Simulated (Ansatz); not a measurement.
CuAu:

```xyz
2
Lattice="2.8107 0.0000 0.0000 0.0000 2.8107 0.0000 0.0000 0.0000 3.6850" Properties=species:S:1:pos:R:3 pbc="T T T"
Au    0.0000    0.0000    0.0000
Cu    1.4054    1.4054    1.8425
```

Base run:

- Program: Ansatz 0.2.0
- Functional: r2SCAN
- Potentials or basis: Ansatz PAW
- Cutoff: 500 eV (not typed: the program's choice for these potentials)
- k mesh: 9 × 9 × 7
- Occupations: fermi-dirac, width 0.05 eV
- Spin: no spin polarisation

Its results: band gap on the k mesh none (metal or under the smearing width); pressure -0.4 GPa.

Task: The run is repeated on the same cell with these changes: spin from no spin polarisation to spin-orbit coupling, no magnetisation; potential files from those of the base run to others of the same set. What comes out?

Result: Band gap on the k mesh none (metal or under the smearing width); pressure -1.5 GPa.

Caveats: the PAW data sets come from PBE, with cores solved anew for the run's functional, which leaves a small shift of forces and pressure; spin-orbit coupling is left out, which moves the levels of the heavy elements (some runs).
